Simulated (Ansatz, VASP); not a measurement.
**AlP in VASP and in Ansatz**

```
Al P
1.0
     0.00000    2.69773    2.69773
     2.69773    0.00000    2.69773
     2.69773    2.69773    0.00000
Al P
1 1
Direct
  0.00000 0.00000 0.00000
  0.75000 0.75000 0.75000
```

Alike in both runs: functional LDA; k mesh 10 × 10 × 10; no spin polarisation.

Ansatz relaxed the structure, and its values are those at the end. VASP's run is a single point on that final structure, the one shown.

|  | VASP | Ansatz |
| --- | --- | --- |
| version | VASP 6.6.1 | Ansatz 0.2.0 |
| potentials or method | VASP PAW LDA potentials, release 64 (Al, P) | scalar-relativistic, plane waves, PAW |
| plane-wave cutoff (eV) | 520 | 420 |
| occupations | gaussian, width 0.01 eV | fixed |
| valence electrons in the cell | 8 | 8 |

```tsv
	VASP	Ansatz	Ansatz less VASP
gap on the k mesh at the Fermi level (eV)	1.37	1.38	+0.006
least direct gap on the mesh (eV)	3.43	3.41	-0.013
pressure (GPa)	2.1	2.0	-0.06
```

A k mesh can miss the band edges. A hybrid or GW would open this gap; LDA tends to underestimate it.
